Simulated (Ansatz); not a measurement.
Band table of Al (simple hexagonal type)

```
Al
1.0
     2.13587    0.00000    0.00000
    -1.06794    1.84972    0.00000
     0.00000    0.00000    2.04355
Al
1
Direct
  0.00000 0.00000 0.00000
```

The cell comes from a relaxation on PAW files under the same functional, begun from a prototype that needn't be the stable phase.

All numbers are PBE results (scalar-relativistic) from Ansatz 0.2.0, with a Γ-centred 16×16×15 k mesh, Fermi–Dirac smearing of 0.08 eV, no spin polarisation. Methods: LAPW: all electrons, basis error target 1 meV/atom.

This run: volume at 0.43 of the series' base cell.

Path points, in fractions of the reciprocal vectors: Γ (0.000, 0.000, 0.000), M (0.500, 0.000, 0.000), K (0.333, 0.333, 0.000), A (0.000, 0.000, 0.500), L (0.500, 0.000, 0.500), H (0.333, 0.333, 0.500). Levels in eV from the Fermi level; bands 5 to 8, counted from the lowest band of the run. The gap is zero, the pressure 278.3 GPa.

```
# k(1/Å) point b5 b6 b7 b8
0.000 Γ -16.96 9.96 16.68 17.65
0.425 - -16.29 9.70 12.36 16.63
0.849 - -14.32 4.61 10.56 15.04
1.274 - -11.18 -1.41 10.16 13.96
1.698 M -7.88 -5.69 9.93 13.58
1.944 - -7.70 -5.51 7.52 16.08
2.189 - -7.16 -5.01 4.14 19.72
2.434 - -6.25 -4.47 1.20 22.86
2.679 K -4.96 -4.96 -0.09 24.36
3.169 - -9.40 -1.23 2.60 20.73
3.660 - -13.46 4.14 6.88 16.92
4.150 - -16.07 9.68 11.14 16.42
4.640 Γ -16.96 9.96 16.68 17.65
5.024 - -16.41 6.38 18.12 18.12
5.409 - -14.78 1.02 19.47 19.47
5.793 - -12.16 -4.01 21.34 21.34
6.177 A -9.31 -7.68 22.47 22.47
6.602 - -8.75 -7.03 17.89 19.46
7.027 - -7.05 -5.17 11.97 12.04
7.451 - -4.18 -2.38 5.49 6.89
7.876 L -0.83 -0.06 0.87 3.85
8.121 - -0.60 0.09 1.04 3.87
8.366 - 0.07 0.56 1.54 3.82
8.611 - 1.20 1.34 2.36 3.43
8.856 H 2.46 2.46 2.77 2.77
9.347 - -2.42 -0.89 5.77 7.24
9.837 - -6.28 -4.39 10.62 12.38
10.327 - -8.56 -6.82 16.99 19.00
10.818 A -9.31 -7.68 22.47 22.47
```
